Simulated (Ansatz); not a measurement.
Relaxed bulk AlRu:

```cif
data_structure
_symmetry_space_group_name_H-M 'P 1'
_symmetry_Int_Tables_number 1
_cell_length_a 3.0041
_cell_length_b 3.0041
_cell_length_c 3.0041
_cell_angle_alpha 90.000
_cell_angle_beta 90.000
_cell_angle_gamma 90.000
_cell_volume 27.11
loop_
_atom_site_label
_atom_site_type_symbol
_atom_site_fract_x
_atom_site_fract_y
_atom_site_fract_z
_atom_site_occupancy
Al1 Al 0.00000 0.00000 0.00000 1
Ru1 Ru 0.50000 0.50000 0.50000 1
```

Miller indices refer to the conventional cell of Pm-3m (No. 221), a = 3.004 Å, b = 3.004 Å, c = 3.004 Å, α = 90.00°, β = 90.00°, γ = 90.00°.

The (100) slab of 7 planes, 9.0 Å thick with 15 Å of vacuum as cut; outer planes Al (top) and Al (bottom).

Method: DFT PBE, scalar-relativistic, plane waves, PAW in Ansatz. Cutoff 420 eV; k points 12×12×1 on the computed 7-atom cell (Γ-centred); Gaussian smearing, width 0.10 eV; no spin polarisation. A dipole correction removes the field between periodic images along c.

The slab isn't stoichiometric (Al4Ru3), so its surface energy depends on the chemical potentials; it is given with the excess atoms taken from the element's standard state, a limit at which the compound may itself be unstable, so the figure can be too low.

With the atoms at the bulk's places:

For the slab as cut, the surface energy with the excess atoms taken from the elements is 1.06 J/m² and the work function is 3.27 eV.

**Question.** What changes when all atoms relax within this surface cell and its symmetry?

**Answer.** The energy falls by 0.379 J/m² a face, and the largest move is 0.21 Å.

For the relaxed slab, the surface energy with the excess atoms taken from the elements is 0.68 J/m² and the work function is 3.20 eV.

| plane (bottom to top) | atoms | spacing to next, bulk (Å) | relaxed (Å) | change (%) |
| --- | --- | --- | --- | --- |
| 1 | Al | 1.502 | 1.239 | -17.5 |
| 2 | Ru | 1.502 | 1.576 | +4.9 |
| 3 | Al | 1.502 | 1.479 | -1.5 |
| 4 | Ru | 1.502 | 1.479 | -1.5 |
| 5 | Al | 1.502 | 1.576 | +4.9 |
| 6 | Ru | 1.502 | 1.239 | -17.5 |
| 7 | Al |  |  |  |